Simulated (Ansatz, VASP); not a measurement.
One calculation of AlN, two programs

```
Al N
1.0
     0.00000    1.95036    1.95036
     1.95036    0.00000    1.95036
     1.95036    1.95036    0.00000
Al N
1 1
Direct
  0.50000 0.50000 0.50000
  0.00000 0.00000 0.00000
```

Alike in both runs: task single point; functional PBE; k mesh 10 × 10 × 10; occupations gaussian, width 0.02 eV; no spin polarisation.

```csv
,VASP,Ansatz
version,VASP 6.6.1,Ansatz 0.2.0
potentials or method,"VASP PAW PBE potentials, release 64 (Al, N)","scalar-relativistic, plane waves, PAW"
plane-wave cutoff (eV),520,420
valence electrons in the cell,8,8
```

|  | VASP | Ansatz | Ansatz less VASP |
| --- | --- | --- | --- |
| gap on the k mesh at the Fermi level (eV) | 5.10 | 5.09 | -0.012 |
| least direct gap on the mesh (eV) | 7.32 | 7.30 | -0.023 |

 A k mesh can miss the band edges. Expect the measured gap to be larger: semilocal functionals such as PBE lack the derivative discontinuity.
